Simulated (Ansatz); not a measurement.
**Ligand exchange: C2H3BrO + C2H6OSi → C2H4O2 + C2H5BrSi**

Species: C2H3BrO (acetyl bromide) `CC(=O)Br`, singlet; C2H6OSi `C=C[SiH2]O`, singlet; C2H4O2 (acetic acid) `CC(=O)O`, singlet; C2H5BrSi `C=C[SiH2]Br`, singlet. The partners trade Br for OH: C–Br and Si–OH bonds give way to C–OH and Si–Br.

Shapes, held fixed at every level: PBE0-D4/def2-TZVP. Flexible molecules stand in one conformer, not always the lowest. Programs: Ansatz 0.2.0. The zero-point and thermal change to 298 K, harmonic and unscaled (PBE0-D4/def2-TZVP), is +5.2 kJ/mol.

```json
{"level": "HF/def2-TZVPP", "kind": "Hartree–Fock", "ΔH(298 K) (kJ/mol)": "-60.1", "less CCSD(T)/def2-TZVPP": "-21.9", "CPU time (sum over the molecules)": "–"}
{"level": "PBE-D4/def2-TZVPP", "kind": "GGA", "ΔH(298 K) (kJ/mol)": "-37.7", "less CCSD(T)/def2-TZVPP": "+0.5", "CPU time (sum over the molecules)": "33 s"}
{"level": "B3LYP-D4/def2-TZVPP", "kind": "global hybrid", "ΔH(298 K) (kJ/mol)": "-34.3", "less CCSD(T)/def2-TZVPP": "+3.9", "CPU time (sum over the molecules)": "56 s"}
{"level": "wB97M-V/def2-TZVPP", "kind": "range-separated hybrid", "ΔH(298 K) (kJ/mol)": "-45.6", "less CCSD(T)/def2-TZVPP": "-7.4", "CPU time (sum over the molecules)": "2.3 min"}
{"level": "wB97X-V/def2-TZVPP", "kind": "range-separated hybrid", "ΔH(298 K) (kJ/mol)": "-48.9", "less CCSD(T)/def2-TZVPP": "-10.7", "CPU time (sum over the molecules)": "98 s"}
{"level": "B2PLYP/def2-TZVPP", "kind": "double hybrid", "ΔH(298 K) (kJ/mol)": "-35.5", "less CCSD(T)/def2-TZVPP": "+2.7", "CPU time (sum over the molecules)": "69 s"}
{"level": "CCSD(T)/def2-TZVPP", "kind": "coupled cluster or CI", "ΔH(298 K) (kJ/mol)": "-38.2", "less CCSD(T)/def2-TZVPP": "0.0", "CPU time (sum over the molecules)": "19 min"}
```

The highest level, CCSD(T)/def2-TZVPP, gives ΔH(298 K) = -38.2 kJ/mol; the levels span -60.1 to -34.3. The column of differences is taken from that level and isn't an error. No measured value is set beside it here. Relativity is left out for Br unless named. Correlated rows may include outer-core shells of Br, which these sets cover unevenly. Times are processor times on shared x86 and Arm servers, and rough.

The exchange is exothermic at every level, so hydroxide prefers the acyl carbon and bromide the silicon, despite silicon's well-known affinity for oxygen. The Si–O bond is strong, polar and costly to give up, but the acyl side gains more. In acetic acid the oxygen lone pair donates effectively into the carbonyl π* orbital, whereas the larger, more diffuse bromine 4p lone pair overlaps poorly with it and the C–Br bond is weak. Silicon recovers part of its loss in a polar Si–Br bond. The preference is thus a balance between two exchanges, not a sign that Si–Br is stronger than Si–OH.

Hartree–Fock exaggerates the driving force by 21.9 kJ/mol relative to coupled cluster, which shows that correlation favours the reactants, probably through a larger contribution to the C–Br bond than to the Si–Br bond. The sign is therefore better settled than the magnitude. The reaction enthalpy doesn't show whether this exchange would outcompete condensation to a silyl ester and hydrogen bromide.
